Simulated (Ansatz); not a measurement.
Computed with Ansatz, DFT PBE, scalar-relativistic, plane waves, PAW. All cells share a 420 eV cutoff and Γ-centred k meshes spaced at most about 0.3 Å⁻¹ (2π included). No spin polarisation in the final relaxations.

All energies are static (0 K, no zero-point motion).

Two relaxed structures of LiF:

1.

```xyz
6
Lattice="3.1365 0.0000 0.0000 -1.5683 2.7163 0.0000 0.0000 0.0000 8.5666" Properties=species:S:1:pos:R:3 pbc="T T T"
Li   -0.7891    2.2664    5.7111
Li    0.0000    0.8997    2.8555
Li    0.7891    2.2664    0.0000
F     2.3538    0.4519    5.7111
F     1.5683    1.8125    2.8555
F     0.7827    0.4519    0.0000
```

2.

```xyz
2
Lattice="0.0000 2.0338 2.0338 2.0338 0.0000 2.0338 2.0338 2.0338 0.0000" Properties=species:S:1:pos:R:3 pbc="T T T"
Li    2.0338    2.0338    2.0338
F     0.0000    0.0000    0.0000
```

Question: Which form is favoured at zero pressure, and by what margin per atom?

Answer: Cell 2 is lower, by 101 meV/atom. Cell 1 has space group P3_212 (No. 153), 12.2 Å³/atom and a gap of 6.71 eV on its mesh; cell 2 has the rock salt type, space group Fm-3m (No. 225), 8.4 Å³/atom and a gap of 8.83 eV. Counting F atoms around Li (those within 1.25 times the shortest such distance or 1.15 times the sum of covalent radii), cell 1 has Li 3 and cell 2 has Li 6. In cell 1, around Li lie 3 F at 1.80–1.81 Å; F is surrounded by 3 Li at 1.80–1.81 Å. In cell 2, around Li lie 6 F at 2.03 Å; F is surrounded by 6 Li at 2.03 Å. Both come from invented guesses. The part of the Crystallography Open Database at hand lists LiF in space group No. 225; sharing a group (Fm-3m) doesn't make a cell the listed structure.

No dispersion correction is applied, so the spacing and binding between layers, chains or molecules are poorly described (P3_212), and this can change margins and order among such cells. Kohn–Sham gaps at this level usually fall short of measured ones. With atoms moved at random, Fm-3m came back. Other cells relaxed within their symmetry can be saddle points.
